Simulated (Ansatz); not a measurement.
Input and command of a plane-wave DFT calculation in Ansatz:

```yaml
crystal:
  lattice:
    - [0.0, 3.28496335, 3.28496335]
    - [3.28496335, 0.0, 3.28496335]
    - [3.28496335, 3.28496335, 0.0]
  atoms:
    - { symbol: Pb, position: [0.25, 0.25, 0.25] }
    - { symbol: Pb, position: [0.0, 0.0, 0.0] }
basis:
  ecutwfc: 420
kpoints:
  mp_grid: { grid: [6, 6, 6] }
hamiltonian:
  xc: pbe
scf:
  occupations: { method: gaussian, width: 0.1 }
output:
  forces: true
  stress: true
  eigenvalues: true
relax:
  adjacent_minimum: "off"
  f_tol: 0.05
  max_steps: 60
  cell: { stress_tol: 0.5 }
```

```bash
ansatz run input.yaml --threads 1 --pin off --max-ram 2560MiB --backend cpu --events-out ev --progress --plain --runs-dir out
```

Processor: Intel(R) Xeon(R) Platinum 8259CL CPU @ 2.50GHz (Skylake/Cascade Lake), 1 thread, on a host shared with other jobs.

**Question.** Estimate time, memory and problem size.

**Answer.** About 9 s on 1 thread of Intel(R) Xeon(R) Platinum 8259CL CPU @ 2.50GHz (Skylake/Cascade Lake) (shared host), peak memory 0.4 GiB. It solves 18 bands at 16 k points (the mesh reduced by the symmetry that the task leaves, which can be less than the crystal's) with about 1759 plane waves (on the last cell), in 26 SCF iterations over 5 ionic steps.
